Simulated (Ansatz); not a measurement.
A run of Ansatz 0.2.0 is set up as follows.

input.yaml

```yaml
crystal:
  lattice:
    - [0.0, 2.3, 2.3]
    - [2.3, 0.0, 2.3]
    - [2.3, 2.3, 0.0]
  atoms:
    - { symbol: Zr, position: [0.5, 0.5, 0.5] }
    - { symbol: "N", position: [0.0, 0.0, 0.0] }
kpoints:
  mp_grid: { grid: [10, 10, 10] }
scf:
  occupations: { method: fermi_dirac, width: 0.05 }
hamiltonian:
  xc: blyp
  dispersion: d4
  pseudopotentials: { kind: all_electron, lapw: { basis_error: 0.001 } }
output:
  forces: true
  stress: true
relax:
  f_tol: 0.02
  max_steps: 60
  cell: {}
```

Potentials or basis: all-electron LAPW, scalar-relativistic.

The run is started by

```console
$ ansatz run input.yaml --threads 1 --pin off --max-ram 3072MiB --backend cpu --events-out ev --progress --plain --runs-dir out
```

Task: Predict the space group after relaxing (to 0.05 Å).

Result: Fm-3m (No. 225).

Task: Predict the relaxed cell.

Result: a = 3.247 Å, b = 3.247 Å, c = 3.247 Å, α = 60.00°, β = 60.00°, γ = 60.00°.

Final structure:
```cif
data_structure
_symmetry_space_group_name_H-M 'P 1'
_symmetry_Int_Tables_number 1
_cell_length_a 3.2475
_cell_length_b 3.2475
_cell_length_c 3.2475
_cell_angle_alpha 60.000
_cell_angle_beta 60.000
_cell_angle_gamma 60.000
_cell_volume 24.22
loop_
_atom_site_label
_atom_site_type_symbol
_atom_site_fract_x
_atom_site_fract_y
_atom_site_fract_z
_atom_site_occupancy
Zr1 Zr 0.50000 0.50000 0.50000 1
N1 N 0.00000 0.00000 0.00000 1
```
